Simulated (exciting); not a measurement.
Here is an exciting (release sodium) calculation.

Contents of input.xml:

```xml
<input>
  <title>ZnS</title>
  <structure speciespath="./" tshift="false">
    <crystal scale="1">
      <basevect>0.000000000000 5.106039988739 5.106039988739</basevect>
      <basevect>5.106039988739 0.000000000000 5.106039988739</basevect>
      <basevect>5.106039988739 5.106039988739 0.000000000000</basevect>
    </crystal>
    <species speciesfile="Zn.xml" rmt="2">
      <atom coord="0.750000000000 0.750000000000 0.750000000000"/>
    </species>
    <species speciesfile="S.xml" rmt="1.9">
      <atom coord="0.000000000000 0.000000000000 0.000000000000"/>
    </species>
  </structure>
  <groundstate do="fromscratch" ngridk="6 6 6" rgkmax="7" gmaxvr="14" lmaxapw="10" lmaxmat="10" lmaxvr="8" xctype="GGA_PBE_SOL" stype="Gaussian" swidth="0.00018375" nempty="10" ValenceRelativity="iora*" epsengy="1e-05" epspot="1e-05" maxscl="60" outputlevel="normal"/>
  <properties>
    <wannier do="fromscratch">
      <group fst="5" lst="12" method="auto"/>
    </wannier>
  </properties>
</input>
```

Potentials or basis: all-electron LAPW+lo, shipped species files, valence relativity iora*.

The run is started by

```sh
$ OMP_NUM_THREADS=4 exciting_smp
```

What does it give for the total Wannier spread?

7.95 Å² over 8 functions.

Predict the band gap on the k mesh.

1.96 eV, direct.

Wannier centres (Å) and spreads (Å²):
| function | x | y | z | spread |
| --- | --- | --- | --- | --- |
| 1 | 4.053 | 4.054 | 4.034 | 0.377 |
| 2 | 4.072 | 4.054 | 4.053 | 0.378 |
| 3 | 4.041 | 4.045 | 4.063 | 0.386 |
| 4 | 4.054 | 4.072 | 4.053 | 0.377 |
| 5 | 4.045 | 4.040 | 4.062 | 0.386 |
| 6 | -0.153 | -0.078 | -0.078 | 2.017 |
| 7 | 0.078 | -0.078 | 0.153 | 2.017 |
| 8 | 0.079 | 0.153 | -0.078 | 2.017 |

**The experiment to reproduce.**

“Electronic, vibrational, and thermodynamic properties of ZnS (zincblende and rocksalt structure)”, 2009, arxiv:0911.5022 quotes, for a bulk crystal of ZnS at 19 K: band gap 3.85 eV (direct).

A measured gap of ZnS is 3.85 eV (direct; 19 K; quoted in “Electronic, vibrational, and thermodynamic properties of ZnS (zincblende and rocksalt structure)”, 2009, arxiv:0911.5022); the calculated 1.96 eV misses it by -1.89 eV. The value is that of PBEsol, without temperature or zero-point motion. Semilocal functionals fall short of measured gaps as a rule.
